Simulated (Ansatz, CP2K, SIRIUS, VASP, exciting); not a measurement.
# PtS2: 9 runs at one level of theory

```
CELL_PARAMETERS angstrom
3.54320 0.00000 0.00000
-1.77160 3.06850 0.00000
0.00000 0.00000 5.03880
ATOMIC_POSITIONS crystal
Pt 0.00000 0.00000 0.00000
S 0.66667 0.33333 0.77300
S 0.33333 0.66667 0.22700
```

Alike in all runs: task band structure; functional PBE; k mesh 9 × 9 × 5; occupations fermi-dirac, width 0.05 eV; no spin polarisation; no spin-orbit coupling. Pressure is positive in compression and, in plane waves, holds the error of the finite cutoff, which Ansatz's Pulay term estimates and takes out. Gaps are the smaller of the mesh's and the band path's.

| program and potentials | plane-wave cutoff (eV) | notes | band gap (eV) | pressure (GPa) | largest force (eV/Å) |
| --- | --- | --- | --- | --- | --- |
| Ansatz, Ansatz PAW | 420 | 10 valence electrons an atom on average; Pulay term of +0.03 GPa included | 1.02 | 11.59 | 1.257 |
| Ansatz, all-electron LAPW, scalar-relativistic | - | - | 1.03 | 11.62 | 1.257 |
| exciting, all-electron LAPW+lo, shipped species files, valence relativity iora* | - | - | 1.02 | - | - |
| VASP, PBE PAW files Pt_sv_GW, S_GW, 600 eV | 600 | 10 valence electrons an atom on average | 1.01 | 11.41 | 1.272 |
| SIRIUS, all-electron FP-LAPW (ZORA valence), apw+lo standard | - | - | 1.02 | - | 1.246 |
| CP2K, POTENTIAL_UZH Pt GTH-PBE-q18, S GTH-PBE-q6; TZVP-MOLOPT-PBE-GTH basis | - | atomic basis; 10 valence electrons an atom on average | 1.03 | 12.36 | 1.419 |
| VASP, PBE PAW files Pt, S_h, 900 eV | 900 | 7.33 valence electrons an atom on average | 1.02 | 11.37 | 1.237 |
| VASP, PBE PAW files Pt, S, 500 eV | 500 | 7.33 valence electrons an atom on average | 1.02 | 11.07 | 1.211 |
| SIRIUS, all-electron FP-LAPW (Koelling-Harmon valence), apw+lo standard | - | - | 1.02 | - | 1.246 |

Force on atom 2 (S), eV/Å:

```json
{"program and potentials": "Ansatz, Ansatz PAW", "x": "0.000", "y": "0.000", "z": "-1.257"}
{"program and potentials": "Ansatz, all-electron LAPW, scalar-relativistic", "x": "0.000", "y": "0.000", "z": "-1.257"}
{"program and potentials": "VASP, PBE PAW files Pt_sv_GW, S_GW, 600 eV", "x": "0.000", "y": "0.000", "z": "-1.272"}
{"program and potentials": "SIRIUS, all-electron FP-LAPW (ZORA valence), apw+lo standard", "x": "0.000", "y": "0.000", "z": "-1.246"}
{"program and potentials": "CP2K, POTENTIAL_UZH Pt GTH-PBE-q18, S GTH-PBE-q6; TZVP-MOLOPT-PBE-GTH basis", "x": "0.000", "y": "0.000", "z": "-1.419"}
{"program and potentials": "VASP, PBE PAW files Pt, S_h, 900 eV", "x": "0.000", "y": "0.000", "z": "-1.237"}
{"program and potentials": "VASP, PBE PAW files Pt, S, 500 eV", "x": "0.000", "y": "0.000", "z": "-1.211"}
{"program and potentials": "SIRIUS, all-electron FP-LAPW (Koelling-Harmon valence), apw+lo standard", "x": "0.000", "y": "0.000", "z": "-1.246"}
```

The band gap spans 1.01 (VASP, PBE PAW files Pt_sv_GW, S_GW, 600 eV) to 1.03 eV (CP2K, POTENTIAL_UZH Pt GTH-PBE-q18, S GTH-PBE-q6; TZVP-MOLOPT-PBE-GTH basis), with all-electron results at 1.02 to 1.03. The pressure spans 11.07 (VASP, PBE PAW files Pt, S, 500 eV) to 12.36 GPa (CP2K, POTENTIAL_UZH Pt GTH-PBE-q18, S GTH-PBE-q6; TZVP-MOLOPT-PBE-GTH basis), with all-electron results at 11.62. The cell lies far from this level's equilibrium. The atoms of the given cell lie far from their minimum at this level. The paths' points differ, which is worth about 0.01 eV. Rows in atomic bases carry the error of their basis and grid, which can be large.

The functional is the same throughout but for its coding, so the spread measures potentials, basis and numerics; runs on potential files found faulty are left out.
